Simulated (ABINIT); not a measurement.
# C (P6_3/mmc) in ABINIT: single point with PBE

Aim: the single point of C with PBE.

The COD entry that gives the cell may itself be a prediction, so a difference from it is no test against experiment.

All numbers are computed with ABINIT 10.8.3 (patched build); they aren't measurements. Logs are shortened: lines on timing, memory, paths and dates and some standing lists are left out, and cuts for length are marked. The log counts tension as positive stress, the text compression.

## Step 1: The undisturbed crystal

Symmetry: P6_3/mmc, No. 194, hexagonal system. The conventional cell has a = 2.522 Å, b = 2.522 Å, c = 12.356 Å, α = 90.00°, β = 90.00°, γ = 120.00°. Around C (site symmetry 3m) lie 4 C at 1.54 Å. C (site symmetry 3m) has 4 C at 1.54 Å as nearest neighbours. C (site symmetry 3m) is surrounded by 4 C at 1.54 Å.

This is a hexagonal form of diamond, not graphite.

## Step 2: Single point, PBE (atoms moved at random, drawn with an rms of 0.05 Å)

File run.abi:

```
# Pseudopotentials
pp_dirpath "./"
pseudos "C.GGA_PBE-JTH.xml"

# Structure
acell 3*1.0
rprim
     4.7660782589     0.0000000000     0.0000000000
    -2.3830391295     4.1275448487     0.0000000000
     0.0000000000     0.0000000000    23.3488890780
ntypat 1
znucl 6
natom 12
typat 1 1 1 1 1 1 1 1 1 1 1 1
xred
     0.6518010000     0.3414310000     0.3567010000
     0.3446380000     0.6769300000     0.8516670000
     0.6675680000     0.3442200000     0.1463760000
     0.3293470000     0.6609230000     0.6474370000
     0.6770400000     0.3442170000     0.4796270000
     0.3287290000     0.6633320000     0.9783870000
     0.6358290000     0.3180070000     0.0213000000
     0.3199160000     0.6763090000     0.5220740000
    -0.0002780000     0.0146370000     0.8126430000
    -0.0190940000    -0.0129140000     0.3176590000
    -0.0021440000    -0.0040650000     0.6831460000
    -0.0060580000     0.0165530000     0.1834770000
chkprim 0
chksymtnons 0
tolsym 1.0e-6

# Plane-wave basis
ecut 19.0
pawecutdg 38.0
pawxcdev 0
pawovlp 30

# k points
kptopt 1
ngkpt 12 12 3
nshiftk 1
shiftk 0.0 0.0 0.0

# Exchange and correlation
ixc 11

# Bands and occupations
nband 32
occopt 3
tsmear 0.00183747

# SCF cycle
nstep 100
tolvrs 1.0e-9

# Output
iomode 3
prtwf 0
prteig 0
prtebands 0
enunit 2
prtden 1
prtvha 1
prtvclmb 1
prtpot 1
```

Potentials or basis: JTH PAW PBE v2.0.

Launch:

```console
$ abinit run.abi > log 2>&1
```

run.abo:

```text
.Version 10.8.3 of ABINIT
 Symmetries : space group P1 (#  1); Bravais aP (primitive triclinic)
================================================================================
 Values of the parameters that define the memory need of the present run
     intxc =       0    ionmov =       0      iscf =      17    lmnmax =       8
     lnmax =       4     mgfft =      96  mpssoang =       2    mqgrid =    6480
     natom =      12  nloc_mem =       2    nspden =       1   nspinor =       1
    nsppol =       1      nsym =       1    n1xccc =       1    ntypat =       1
    occopt =       3   xclevel =       2
       mpw =        1846          nfft =       38400          nkpt =         218
 PAW method is used; the additional fine FFT grid is defined by:
   mgfftf=       135    nfftf =    121500
================================================================================
================================================================================

--------------------------------------------------------------------------------
------------- Echo of variables that govern the present computation ------------
--------------------------------------------------------------------------------
 -outvars: echo values of preprocessed input variables --------
            acell      1.0000000000E+00  1.0000000000E+00  1.0000000000E+00 Bohr
              amu      1.20110000E+01
          chkprim           0
      chksymtnons           0
             ecut      1.90000000E+01 Hartree
           enunit           2
                       outvar_i_n : Printing only first  50 k-points.
              ixc          11
                       outvar_i_n : Printing only first  50 k-points.
         kptrlatt       12    0    0      0   12    0      0    0    3
          kptrlen      5.71929391E+01
            natom          12
            nband          32
            ngfft          20      20      96
          ngfftdg          30      30     135
             nkpt         218
            nstep         100
             nsym           1
           ntypat           1
                       prtocc : prtvol=0, do not print more k-points.
           occopt           3
        pawecutdg      3.80000000E+01 Hartree
          pawovlp      3.0000000000E+01
         pawxcdev           0
        prtebands           0
           prteig           0
           prtpot           1
         prtvclmb           1
           prtvha           1
            prtwf           0
            rprim      4.7660782589E+00  0.0000000000E+00  0.0000000000E+00
                      -2.3830391295E+00  4.1275448487E+00  0.0000000000E+00
                       0.0000000000E+00  0.0000000000E+00  2.3348889078E+01
          spgroup           1
           tolsym      1.00000000E-06
           tolvrs      1.00000000E-09
           tsmear      1.83747000E-03 Hartree
            typat      1  1  1  1  1  1  1  1  1  1  1  1
           useylm           1
                       outvars : Printing only first  50 k-points.
           xangst      1.2133457387E+00  7.4575450163E-01  4.4072905427E+00
                       1.5568923271E-02  1.4785523130E+00  1.0522941945E+01
                       1.2495946209E+00  7.5184624287E-01  1.8085779420E+00
                      -2.8108804656E-03  1.4435897809E+00  7.9995373355E+00
                       1.2734877353E+00  7.5183969026E-01  5.9261273199E+00
                      -7.4074077125E-03  1.4488515251E+00  1.2088656248E+01
                       1.2026015927E+00  6.9459173830E-01  2.6317640982E-01
                      -4.5999320837E-02  1.4771959232E+00  6.4505897174E+00
                      -1.9159132637E-02  3.1970174472E-02  1.0040773108E+01
                      -3.1871777678E-02 -2.8206793273E-02  3.9248993036E+00
                      -2.8121414970E-04 -8.8787838512E-03  8.4407470265E+00
                      -3.6153042426E-02  3.6155106787E-02  2.2669867674E+00
            xcart      2.2928911422E+00  1.4092717652E+00  8.3285720830E+00
                       2.9421001058E-02  2.7940589344E+00  1.9885478314E+01
                       2.3613916020E+00  1.4207834878E+00  3.4177169877E+00
                      -5.3117942526E-03  2.7279893240E+00  1.5116934698E+01
                       2.4065430444E+00  1.4207711052E+00  1.1198757622E+01
                      -1.3997971880E-02  2.7379325796E+00  2.2844249538E+01
                       2.2725876488E+00  1.3125881547E+00  4.9733133736E-01
[... 228 lines left out ...]
    4     -0.20565417606994     0.36978982839825    -2.32544497161297
    5     -2.16479804423243    -0.29480747222048     0.83347782371629
    6     -1.25221512248524    -0.49902152563278     0.13738383794895
    7      1.72313245892537     1.08520706677850    -0.75587159378557
    8      2.04939129163937     0.03096046135400    -0.33140915332486
    9      1.20783895278513    -0.51659625447448    -0.97252343177896
   10     -0.45012932777723     1.95787609054958    -2.06842100576815
   11     -0.23918433465050     0.12357626409852     2.48479939136669
   12      0.90096243014965    -0.85548631430983     2.67614527399542
 frms,max,avg= 1.2674734E+00 2.6761453E+00   2.351E-04 -3.081E-04  3.735E-03 e/A
 length scales=  1.000000000000  1.000000000000  1.000000000000 bohr
              =  0.529177210544  0.529177210544  0.529177210544 angstroms
 Fermi (or HOMO) energy (hartree) =   0.43858   Average Vxc (hartree)=  -0.49023
 Eigenvalues (hartree) for nkpt= 218  k points:
 kpt#   1, nband= 32, wtk=  0.00231, kpt=  0.0000  0.0000  0.0000 (reduced coord)
  -0.41489   -0.38745   -0.38414   -0.31027   -0.29511   -0.20360   -0.10872    0.03398
   0.03942    0.23416    0.25700    0.25937    0.26670    0.27380    0.27867    0.29088
   0.29650    0.32432    0.33067    0.33813    0.34949    0.37415    0.38012    0.39745
   0.56575    0.57485    0.58223    0.60534    0.61914    0.62418    0.62637    0.63546
      occupation numbers for kpt#   1
   2.00000    2.00000    2.00000    2.00000    2.00000    2.00000    2.00000    2.00000
   2.00000    2.00000    2.00000    2.00000    2.00000    2.00000    2.00000    2.00000
   2.00000    2.00000    2.00000    2.00000    2.00000    2.00000    2.00000    2.00000
   0.00000    0.00000    0.00000    0.00000    0.00000    0.00000    0.00000    0.00000
 prteigrs : prtvol=0 or 1, do not print more k-points.

 Fermi (or HOMO) energy (eV) =  11.93449   Average Vxc (eV)= -13.33991
 Eigenvalues (   eV  ) for nkpt= 218  k points:
 kpt#   1, nband= 32, wtk=  0.00231, kpt=  0.0000  0.0000  0.0000 (reduced coord)
 -11.28961  -10.54315  -10.45288   -8.44274   -8.03042   -5.54016   -2.95841    0.92462
   1.07257    6.37174    6.99322    7.05785    7.25738    7.45053    7.58309    7.91513
   8.06822    8.82509    8.99789    9.20085    9.51012   10.18117   10.34351   10.81511
  15.39482   15.64247   15.84330   16.47226   16.84774   16.98485   17.04441   17.29166
 prteigrs : prtvol=0 or 1, do not print more k-points.

--- !EnergyTerms
iteration_state     : {dtset: 1, }
comment             : Components of total free energy in Hartree
kinetic             :  4.15564162826227E+01
hartree             :  5.91906370227160E+00
xc                  : -2.60649966647364E+01
Ewald energy        : -7.65878380632785E+01
psp_core            :  5.48540892285220E+00
local_psp           : -2.83468211441420E+01
PAW spherical_terms :  9.15091554274853E+00
internal            : -6.88878514216618E+01
'-kT*entropy'       : -3.43233059435855E-14
total_energy        : -6.88878514216618E+01
total_energy_eV     : -1.87453393269059E+03
...

--- !EnergyTermsDC
iteration_state     : {dtset: 1, }
comment             : '"Double-counting" decomposition of free energy'
band_energy         :  2.20925217947975E+00
Ewald energy        : -7.65878380632785E+01
psp_core            :  5.48540892285220E+00
xc_dc               : -4.91576002798871E+00
PAW spherical_terms :  4.92108150840373E+00
internal            : -6.88878554805315E+01
'-kT*entropy'       : -3.43233059435855E-14
total_energy_dc     : -6.88878554805315E+01
total_energy_dc_eV  : -1.87453404313806E+03
...

--- !EnergyTermsWithPAWCore
iteration_state     : {dtset: 1, }
comment             : 'Components of total free energy, including PAW core contributions'
Total energy        : -4.57170857285027E+02
Total energy DC     : -4.57170861343897E+02
Total energy (eV)   : -1.24402527779891E+04
Total energy DC (eV): -1.24402528884366E+04
...

 Cartesian components of stress tensor (hartree/bohr^3)
  sigma(1 1)= -1.16844013E-05  sigma(3 2)=  9.19309754E-06
  sigma(2 2)= -3.12942628E-05  sigma(3 1)= -1.17666909E-05
  sigma(3 3)= -2.53093594E-04  sigma(2 1)= -2.94748750E-07

-Cartesian components of stress tensor (GPa)         [Pressure=  2.9036E+00 GPa]
- sigma(1 1)= -3.43766954E-01  sigma(3 2)=  2.70470268E-01
- sigma(2 2)= -9.20708999E-01  sigma(3 1)= -3.46188000E-01
- sigma(3 3)= -7.44627061E+00  sigma(2 1)= -8.67180761E-03

== END DATASET(S) ==============================================================
================================================================================

 -outvars: echo values of variables after computation  --------
            acell      1.0000000000E+00  1.0000000000E+00  1.0000000000E+00 Bohr
           etotal     -6.8887855481E+01
            fcart      1.6175370967E-02 -3.0120823888E-02  3.1775631837E-03
                      -2.4903551757E-02  1.2260969407E-03  2.8833922385E-02
                      -2.1790703500E-02  1.6399273565E-03 -2.5752230646E-02
                      -3.9993369778E-03  7.1912672185E-03 -4.5222704651E-02
                      -4.2098619309E-02 -5.7330925513E-03  1.6208563056E-02
                      -2.4351707022E-02 -9.7044236023E-03  2.6716902800E-03
                       3.3509591160E-02  2.1103917429E-02 -1.4699362168E-02
                       3.9854315294E-02  6.0208511350E-04 -6.4448819226E-03
                       2.3488727919E-02 -1.0046197663E-02 -1.8912569619E-02
                      -8.7536217341E-03  3.8074627982E-02 -4.0224384314E-02
                      -4.6513947460E-03  2.4031757197E-03  4.8321654722E-02
                       1.7520929705E-02 -1.6636560055E-02  5.2042739694E-02
            rprim      4.7660782589E+00  0.0000000000E+00  0.0000000000E+00
                      -2.3830391295E+00  4.1275448487E+00  0.0000000000E+00
                       0.0000000000E+00  0.0000000000E+00  2.3348889078E+01
           strten     -1.1684401276E-05 -3.1294262814E-05 -2.5309359384E-04
                       9.1930975439E-06 -1.1766690939E-05 -2.9474874963E-07
           xangst      1.2133457387E+00  7.4575450163E-01  4.4072905427E+00
                       1.5568923271E-02  1.4785523130E+00  1.0522941945E+01
                       1.2495946209E+00  7.5184624287E-01  1.8085779420E+00
                      -2.8108804656E-03  1.4435897809E+00  7.9995373355E+00
                       1.2734877353E+00  7.5183969026E-01  5.9261273199E+00
                      -7.4074077125E-03  1.4488515251E+00  1.2088656248E+01
                       1.2026015927E+00  6.9459173830E-01  2.6317640982E-01
                      -4.5999320837E-02  1.4771959232E+00  6.4505897174E+00
                      -1.9159132637E-02  3.1970174472E-02  1.0040773108E+01
                      -3.1871777678E-02 -2.8206793273E-02  3.9248993036E+00
                      -2.8121414970E-04 -8.8787838512E-03  8.4407470265E+00
                      -3.6153042426E-02  3.6155106787E-02  2.2669867674E+00
             xred      6.5180100000E-01  3.4143100000E-01  3.5670100000E-01
                       3.4463800000E-01  6.7693000000E-01  8.5166700000E-01
                       6.6756800000E-01  3.4422000000E-01  1.4637600000E-01
                       3.2934700000E-01  6.6092300000E-01  6.4743700000E-01
                       6.7704000000E-01  3.4421700000E-01  4.7962700000E-01
                       3.2872900000E-01  6.6333200000E-01  9.7838700000E-01
                       6.3582900000E-01  3.1800700000E-01  2.1300000000E-02
                       3.1991600000E-01  6.7630900000E-01  5.2207400000E-01
                      -2.7800000000E-04  1.4637000000E-02  8.1264300000E-01
                      -1.9094000000E-02 -1.2914000000E-02  3.1765900000E-01
                      -2.1440000000E-03 -4.0650000000E-03  6.8314600000E-01
                      -6.0580000000E-03  1.6553000000E-02  1.8347700000E-01
 Calculation completed.
```

Wall time 12 min (1 thread of Arm Neoverse V2, shared host); peak memory 0.42 GiB.

Results:

```
Free energy            : -1874.5340 eV
Pressure               : 2.9 GPa
Largest force          : 2.950 eV/Å
Band gap on the k mesh : 3.87 eV, indirect (least direct gap 4.58 eV)
```

Forces on the atoms (eV/Å):
```
C    0.832 -1.549  0.163
C   -1.281  0.063  1.483
C   -1.121  0.084 -1.324
C   -0.206  0.370 -2.325
C   -2.165 -0.295  0.833
C   -1.252 -0.499  0.137
C    1.723  1.085 -0.756
C    2.049  0.031 -0.331
C    1.208 -0.517 -0.973
C   -0.450  1.958 -2.068
C   -0.239  0.124  2.485
C    0.901 -0.855  2.676
```

Stress tensor (GPa, compression positive):
```
 0.34  0.01  0.35
 0.01  0.92 -0.27
 0.35 -0.27  7.45
```

Caveat: an odd mesh through Γ misses points on the zone boundary, where band edges often lie; the atomic spheres overlap.
